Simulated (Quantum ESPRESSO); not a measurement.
# FeO (Wuestite) (R-3m) in Quantum ESPRESSO: notebook, part 2 of 2

Quantum ESPRESSO 7.5.

## (3) Relaxation of cell and atoms, PBEsol, collinear spin, ferromagnetic start, target pressure 2 GPa, at which the enthalpy is minimised

Input file pw.in:

```
&CONTROL
  calculation = 'vc-relax'
  prefix = 'pwscf'
  outdir = './tmp'
  pseudo_dir = './pseudo'
  tprnfor = .true.
  tstress = .true.
  disk_io = 'low'
  nstep = 40
  forc_conv_thr = 0.0004
  etot_conv_thr = 1d-05
/
&SYSTEM
  ibrav = 0
  nat = 2
  ntyp = 2
  ecutwfc = 64
  ecutrho = 515
  nbnd = 21
  occupations = 'smearing'
  smearing = 'fd'
  degauss = 0.00367493
  nspin = 2
  starting_magnetization(1) = 0.1875
  starting_magnetization(2) = 0
/
&ELECTRONS
  conv_thr = 4d-10
  electron_maxstep = 120
  mixing_beta = 0.3
/
&IONS
  ion_dynamics = 'bfgs'
/
&CELL
  cell_dynamics = 'bfgs'
  press = 20
  press_conv_thr = 0.3
/
ATOMIC_SPECIES
Fe    55.8450 fe_pbesol_v1.5.uspp.F.UPF
O     15.9990 o_pbesol_v1.2.uspp.F.UPF
CELL_PARAMETERS angstrom
   1.5188209023    0.8768916568    2.5195772846
  -1.5188209023    0.8768916568    2.5195772846
   0.0000000000   -1.7537833136    2.5195772846
ATOMIC_POSITIONS angstrom
Fe     0.0000000000    0.0000000000    0.0000000000
O      0.0000000000    0.0000000000    3.7793659269
K_POINTS automatic
9 9 9 0 0 0
```

Potentials or basis: GBRV 1.5 PBEsol.

On the command line:

```
$ OMP_NUM_THREADS=1 mpirun -n 2 pw.x -nk 2 -in pw.in > pw.out
```

pw.out:

```text
This program is part of the open-source Quantum ESPRESSO suite
     for quantum simulation of materials; please cite
[... 6 lines left out ...]
     using ibrav=0 with symmetry is DISCOURAGED, use correct ibrav instead

     K-points division:     npool     =       2
     Subspace diagonalization in iterative solution of the eigenvalue problem:
     a serial algorithm will be used

     G-vector sticks info
     --------------------
     sticks:   dense  smooth     PW     G-vecs:    dense   smooth      PW
     Sum        1177     587    199                26777     9409    1783

     Using Slab Decomposition

     bravais-lattice index     =            0
     lattice parameter (alat)  =       5.8012  a.u.
     unit-cell volume          =     135.8714 (a.u.)^3
[... 283 lines left out ...]
     estimated scf accuracy    <       0.00294799 Ry
[... 84 lines left out ...]
     iteration # 13     ecut=    64.00 Ry     beta= 0.30
     Davidson diagonalization with overlap
     ethr =  1.00E-13,  avg # of iterations =  1.0

     Magnetic moment per site  (integrated on atomic sphere of radius R)
     atom   1 (R=0.285)  charge= 13.4795  magn=  3.4300
     atom   2 (R=0.285)  charge=  5.7732  magn=  0.3351

     End of self-consistent calculation

     Number of k-points >= 100: set verbosity='high' to print the bands.

     the Fermi energy is    15.3931 ev

!    total energy              =    -282.41056826 Ry
     estimated scf accuracy    <          1.3E-13 Ry
     smearing contrib. (-TS)   =      -0.00068671 Ry
     internal energy E=F+TS    =    -282.40988155 Ry

     The total energy is F=E-TS. E is the sum of the following terms:
     one-electron contribution =    -131.03905612 Ry
     hartree contribution      =      78.43234299 Ry
     xc contribution           =     -36.29081834 Ry
     ewald contribution        =    -193.51235008 Ry

     total magnetization       =     4.00 Bohr mag/cell
     absolute magnetization    =     4.01 Bohr mag/cell

     convergence has been achieved in  13 iterations

     Forces acting on atoms (cartesian axes, Ry/au):

     atom    1 type  1   force =    -0.00000000   -0.00000000   -0.00000000
     atom    2 type  2   force =     0.00000000    0.00000000    0.00000000

     Total force =     0.000000     Total SCF correction =     0.000000

     Computing stress (Cartesian axis) and pressure

          total   stress  (Ry/bohr**3)                   (kbar)     P=       20.58
   0.00013961  -0.00000000  -0.00000000           20.54       -0.00       -0.00
   0.00000000   0.00013961   0.00000000            0.00       20.54        0.00
   0.00000000  -0.00000000   0.00014056            0.00       -0.00       20.68

=------------------------------------------------------------------------------=
   JOB DONE.
=------------------------------------------------------------------------------=
```

It took 3.8 min on 2 MPI ranks of Arm Neoverse V2, shared host; peak memory 0.32 GiB.

What came out:

| Quantity | Value |
| --- | --- |
| Free energy | -3842.3915 eV |
| Relaxed volume | 9.48 Å³/atom |
| Relaxed cell | a = 2.993 Å, b = 2.993 Å, c = 2.993 Å, α = 60.01°, β = 60.01°, γ = 60.01° |
| Space group after relaxing (to 0.05 Å) | Fm-3m (No. 225) |
| Energy change on relaxing (the enthalpy is what falls) | -14.9 meV/atom |
| Ionic steps | 7 |
| Pressure after relaxing | 2.1 GPa |
| Band gap on the k mesh | none (metal or under the smearing width) |
| Net moment | 4.00 μB per cell |
| Absolute moment | 4.01 μB per cell |
| Site moments | Fe +3.43; O +0.34 μB |
| Valence electrons inside the program's atomic spheres | Fe 13.48; O 5.77 |

The path:
```
step  energy change (eV)  largest force (eV/Å)  pressure (GPa)  volume (Å³)
   1              0.0000                0.0000           -9.37        20.13
   2             -0.0297                0.0000            1.70        18.99
   3             -0.0294                0.0000            2.08        18.96
   4             -0.0294                0.0000            2.31        18.94
   5             -0.0295                0.0000            2.31        18.94
   6             -0.0298                0.0000            2.10        18.96
   7             -0.0299                0.0000            2.02        18.96
```

Final structure:
```
Fe O
1.0
     1.49676    0.86416    2.44366
    -1.49676    0.86416    2.44366
     0.00000   -1.72831    2.44366
Fe O
1 1
Direct
  0.00000 0.00000 0.00000
  0.50000 0.50000 0.50000
```

Levels at points of the mesh, in eV from the Fermi level:
Spin up:
```csv
k point,band 10,band 11,band 12,band 13,band 14,band 15,band 16,band 17
"(0.00, 0.00, 0.00)",-4.05,-4.05,-3.74,-3.74,0.20,15.12,17.18,17.18
```
Spin down:
| k point | band 7 | band 8 | band 9 | band 10 | band 11 | band 12 |
| --- | --- | --- | --- | --- | --- | --- |
| (0.00, 0.00, 0.00) | -3.54 | -3.54 | -0.79 | -0.79 | -0.79 | 0.11 |

Caveat: a cell with one magnetic atom can't hold antiferromagnetic order, which such compounds often take; semilocal functionals often make such compounds metallic where correlation or magnetic order opens a gap, which also shifts bond lengths. With open d or f shells a metallic result of PBEsol can be an artefact of self-interaction; +U or a hybrid may open a gap.

## (4) Relaxation of cell and atoms, PBEsol, collinear spin, ferromagnetic start, target pressure 5 GPa, at which the enthalpy is minimised

Edit pw.in of step 3 so:

```diff
@@ -14,2 +14,3 @@
   ibrav = 0
+  celldm(1) = 8
   nat = 2
@@ -36,3 +37,3 @@
   cell_dynamics = 'bfgs'
-  press = 20
+  press = 50
   press_conv_thr = 0.3
@@ -42,9 +43,9 @@
 O     15.9990 o_pbesol_v1.2.uspp.F.UPF
-CELL_PARAMETERS angstrom
-   1.5188209023    0.8768916568    2.5195772846
-  -1.5188209023    0.8768916568    2.5195772846
-   0.0000000000   -1.7537833136    2.5195772846
-ATOMIC_POSITIONS angstrom
+CELL_PARAMETERS alat
+  0.3587694422130   0.2071356340402   0.5951638772153
+ -0.3587694422130   0.2071356340402   0.5951638772153
+  0.0000000000000  -0.4142712680803   0.5951638772153
+ATOMIC_POSITIONS crystal
 Fe     0.0000000000    0.0000000000    0.0000000000
-O      0.0000000000    0.0000000000    3.7793659269
+O      0.5000000000    0.5000000000    0.5000000000
 K_POINTS automatic
```

On the command line:

```
$ OMP_NUM_THREADS=1 mpirun -n 2 pw.x -nk 2 -in pw.in > pw.out
```

Wall time 3.9 min (2 MPI ranks of Arm Neoverse V2, shared host); peak memory 0.3 GiB.

Results (log left out):

| Quantity | Value |
| --- | --- |
| Free energy | -3842.3859 eV |
| Relaxed volume | 9.36 Å³/atom |
| Relaxed cell | a = 2.980 Å, b = 2.980 Å, c = 2.980 Å, α = 60.01°, β = 60.01°, γ = 60.01° |
| Space group after relaxing (to 0.05 Å) | Fm-3m (No. 225) |
| Energy change on relaxing (the enthalpy is what falls) | -12.2 meV/atom |
| Ionic steps | 7 |
| Pressure after relaxing | 5.0 GPa |
| Band gap on the k mesh | none (metal or under the smearing width) |
| Net moment | 4.00 μB per cell |
| Absolute moment | 4.01 μB per cell |
| Site moments | Fe +3.42; O +0.34 μB |
| Valence electrons inside the program's atomic spheres | Fe 13.46; O 5.76 |

The path:
```csv
step,energy change (eV),largest force (eV/Å),pressure (GPa),volume (Å³)
1,0.0000,0.0000,-9.37,20.13
2,-0.0233,0.0000,5.21,18.69
3,-0.0240,0.0000,5.02,18.71
4,-0.0244,0.0000,4.91,18.72
5,-0.0246,0.0000,4.87,18.72
6,-0.0246,0.0000,4.90,18.72
7,-0.0245,0.0000,4.98,18.72
```

Final structure:
```
Fe O
1.0
     1.49016    0.86035    2.43314
    -1.49016    0.86035    2.43314
     0.00000   -1.72069    2.43314
Fe O
1 1
Cartesian
  0.0000 0.0000 0.0000
  0.0000 0.0000 3.6497
```

Levels at points of the mesh, in eV from the Fermi level:
Spin up:
| k point | band 10 | band 11 | band 12 | band 13 | band 14 | band 15 | band 16 | band 17 |
| --- | --- | --- | --- | --- | --- | --- | --- | --- |
| (0.00, 0.00, 0.00) | -4.06 | -4.06 | -3.74 | -3.74 | 0.29 | 15.17 | 17.30 | 17.30 |
Spin down:
```csv
k point,band 7,band 8,band 9,band 10,band 11,band 12
"(0.00, 0.00, 0.00)",-3.57,-3.57,-0.81,-0.81,-0.81,0.10
```

Caveat: a cell with one magnetic atom can't hold antiferromagnetic order, which such compounds often take; semilocal functionals often make such compounds metallic where correlation or magnetic order opens a gap, which also shifts bond lengths. With open d or f shells a metallic result of PBEsol can be an artefact of self-interaction; +U or a hybrid may open a gap.

## (5) Relaxation of cell and atoms, PBEsol, collinear spin, ferromagnetic start, target pressure 10 GPa, at which the enthalpy is minimised

Edit pw.in of step 4 so:

```diff
@@ -14,3 +14,2 @@
   ibrav = 0
-  celldm(1) = 8
   nat = 2
@@ -37,3 +36,3 @@
   cell_dynamics = 'bfgs'
-  press = 50
+  press = 100
   press_conv_thr = 0.3
@@ -43,9 +42,9 @@
 O     15.9990 o_pbesol_v1.2.uspp.F.UPF
-CELL_PARAMETERS alat
-  0.3587694422130   0.2071356340402   0.5951638772153
- -0.3587694422130   0.2071356340402   0.5951638772153
-  0.0000000000000  -0.4142712680803   0.5951638772153
-ATOMIC_POSITIONS crystal
+CELL_PARAMETERS angstrom
+   1.5188209023    0.8768916568    2.5195772846
+  -1.5188209023    0.8768916568    2.5195772846
+   0.0000000000   -1.7537833136    2.5195772846
+ATOMIC_POSITIONS angstrom
 Fe     0.0000000000    0.0000000000    0.0000000000
-O      0.5000000000    0.5000000000    0.5000000000
+O      0.0000000000    0.0000000000    3.7793659269
 K_POINTS automatic
```

On the command line:

```
$ OMP_NUM_THREADS=1 mpirun -n 2 pw.x -nk 2 -in pw.in > pw.out
```

Wall time 4.2 min (2 MPI ranks of Arm Neoverse V2, shared host); peak memory 0.3 GiB.

The run converged. Its results:

```yaml
Free_energy: -3842.3673 eV
Relaxed_volume: 9.16 Å³/atom
Relaxed_cell: a = 2.959 Å, b = 2.959 Å, c = 2.959 Å, α = 60.00°, β = 60.00°, γ = 60.00°
Space_group_after_relaxing_to_0.05_Å: Fm-3m (No. 225)
Energy_change_on_relaxing_the_enthalpy_is_what_falls: -3.2 meV/atom
Ionic_steps: 8
Pressure_after_relaxing: 10.1 GPa
Band_gap_on_the_k_mesh: none (metal or under the smearing width)
Net_moment: 3.99 μB per cell
Absolute_moment: 4.01 μB per cell
Site_moments: Fe +3.41; O +0.34 μB
Valence_electrons_inside_the_program's_atomic_spheres: Fe 13.43; O 5.73
```

The path:
```tsv
step	energy change (eV)	largest force (eV/Å)	pressure (GPa)	volume (Å³)
1	0.0000	0.0000	-9.37	20.13
2	0.0019	0.0000	11.57	18.21
3	-0.0069	0.0000	9.81	18.34
4	-0.0064	0.0000	9.93	18.33
5	-0.0062	0.0000	9.98	18.33
6	-0.0062	0.0000	10.01	18.33
7	-0.0063	0.0000	10.02	18.33
8	-0.0064	0.0000	10.01	18.33
```

Final structure:
```
CELL_PARAMETERS angstrom
1.47971 0.85431 2.41629
-1.47971 0.85431 2.41629
0.00000 -1.70862 2.41629
ATOMIC_POSITIONS crystal
Fe 0.00000 0.00000 0.00000
O 0.50000 0.50000 0.50000
```

Levels at points of the mesh, in eV from the Fermi level:
Spin up:
| k point | band 10 | band 11 | band 12 | band 13 | band 14 | band 15 | band 16 | band 17 |
| --- | --- | --- | --- | --- | --- | --- | --- | --- |
| (0.00, 0.00, 0.00) | -4.08 | -4.08 | -3.74 | -3.74 | 0.44 | 15.24 | 17.49 | 17.49 |
Spin down:
```
           k point  band 7  band 8  band 9  band 10  band 11  band 12
(0.00, 0.00, 0.00)   -3.64   -3.64   -0.84    -0.84    -0.84     0.09
```

Caveat: a cell with one magnetic atom can't hold antiferromagnetic order, which such compounds often take; semilocal functionals often make such compounds metallic where correlation or magnetic order opens a gap, which also shifts bond lengths.

## (6) Summary

```tsv
cell	gap on the mesh (eV)	pressure (GPa)	moment (μB)
relaxed to 0.3 kbar	none	0.0	4.00
relaxed to 2 GPa	none	2.1	4.00
relaxed to 5 GPa	none	5.0	4.00
relaxed to 10 GPa	none	10.1	3.99
```

Alike in all rows: task relaxation of cell and atoms; level PBEsol; potentials or basis GBRV 1.5 PBEsol; spin collinear, ferromagnetic start; k mesh 9 × 9 × 9; cutoff (eV) 871; smearing fermi-dirac 0.05 eV.

Caveats: a cell with one magnetic atom can't hold antiferromagnetic order, which such compounds often take; semilocal functionals often make such compounds metallic where correlation or magnetic order opens a gap, which also shifts bond lengths.

Absolute energies hang on the potentials; compare differences alone.
